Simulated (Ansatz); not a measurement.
Reactions of Cl2H4N2Zr (`[NH2][Zr]([NH2])([Cl])[Cl]`).

Isolated molecules relaxed with PBE0-D4/def2-TZVP in Ansatz; ΔE leaves out vibrations. CCSD(T)/CBS is the MP2 limit (def2-TZVPP, def2-QZVPP) plus CCSD(T) − MP2 in def2-TZVPP, frozen cores. DFT in def2-TZVPP. B3LYP here is the variant with VWN-RPA as its local correlation; programs differ in this. Elements past krypton have def2 core potentials. For Ge, Zr outer-core shells are correlated without core-valence functions, which leaves a few kJ/mol of doubt a bond. Scalar relativity is left out up to krypton. One conformer a species, not always the lowest.

```json
{"reaction": "`[NH2][Zr]([NH2])([Cl])[Cl]` + `[BH2][GeH]([CH3])[OH]` → `[NH2][Zr]([OH])([Cl])[Cl]` + `[BH2][GeH]([CH3])[NH2]`", "PBE0-D4 (kJ/mol)": "-41", "ωB97X-V (kJ/mol)": "-43", "B3LYP-D4 (kJ/mol)": "-40", "CCSD/CBS(def2) (kJ/mol)": "-42", "CCSD(T)/CBS(def2) (kJ/mol)": "-42"}
{"reaction": "`[NH2][Zr]([NH2])([Cl])[Cl]` + `CC(C)(C)Cl` → `[CH3][Zr]([NH2])([NH2])[Cl]` + `CC(C)(Cl)Cl`", "PBE0-D4 (kJ/mol)": "244", "ωB97X-V (kJ/mol)": "246", "B3LYP-D4 (kJ/mol)": "244", "CCSD/CBS(def2) (kJ/mol)": "247", "CCSD(T)/CBS(def2) (kJ/mol)": "245"}
{"reaction": "`[NH2][Zr]([NH2])([Cl])[Cl]` + `OC[SiH2]F` → `[NH2][Zr]([OH])([Cl])[Cl]` + `NC[SiH2]F`", "PBE0-D4 (kJ/mol)": "-89", "ωB97X-V (kJ/mol)": "-93", "B3LYP-D4 (kJ/mol)": "-88", "CCSD/CBS(def2) (kJ/mol)": "-93", "CCSD(T)/CBS(def2) (kJ/mol)": "-92"}
{"reaction": "`[NH2][Zr]([NH2])([Cl])[Cl]` + `[F][Ge][Cl]` → `[NH2][Zr]([F])([Cl])[Cl]` + `[NH2][Ge][Cl]`", "PBE0-D4 (kJ/mol)": "-71", "ωB97X-V (kJ/mol)": "-72", "B3LYP-D4 (kJ/mol)": "-67", "CCSD/CBS(def2) (kJ/mol)": "-70", "CCSD(T)/CBS(def2) (kJ/mol)": "-69"}
{"reaction": "`[NH2][Zr]([NH2])([Cl])[Cl]` + `CCCCl` → `[NH2][Zr]([Cl])([Cl])[Cl]` + `CCCN`", "PBE0-D4 (kJ/mol)": "-77", "ωB97X-V (kJ/mol)": "-75", "B3LYP-D4 (kJ/mol)": "-73", "CCSD/CBS(def2) (kJ/mol)": "-74", "CCSD(T)/CBS(def2) (kJ/mol)": "-74"}
{"reaction": "`[NH2][Zr]([NH2])([Cl])[Cl]` + `CCO[SiH2]Cl` → `[NH2][Zr]([Cl])([Cl])[Cl]` + `CCO[SiH2]N`", "PBE0-D4 (kJ/mol)": "-47", "ωB97X-V (kJ/mol)": "-46", "B3LYP-D4 (kJ/mol)": "-48", "CCSD/CBS(def2) (kJ/mol)": "-47", "CCSD(T)/CBS(def2) (kJ/mol)": "-48"}
```

Largest T1 diagnostic: 0.016, for `[NH2][Zr]([F])([Cl])[Cl]`.
